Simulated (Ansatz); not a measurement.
Take a crystal in which Al has been replaced by Ga on all its sites, with the cell rescaled by a rough guess (in some cases also distorted within its space group) and nothing relaxed:

```xyz
1
Lattice="-1.5636 1.5636 1.5636 1.5636 -1.5636 1.5636 1.5636 1.5636 -1.5636" Properties=species:S:1:pos:R:3 pbc="T T T"
Ga    0.0000    0.0000    0.0000
```

Computed with Ansatz, DFT PBEsol, scalar-relativistic, plane waves, PAW.

Settings: cutoff 420 eV, Γ-centred mesh 18×18×18 on the computed 1-atom cell, Gaussian smearing of 0.10 eV; no spin polarisation.

Will this cell want to expand or contract, and how hard?

The pressure is 14.1 GPa (positive in compression), so the cell would expand.

Is it a metal on this mesh?

Yes, a band crosses the Fermi level.

This bcc form isn't the element's structure at ambient conditions.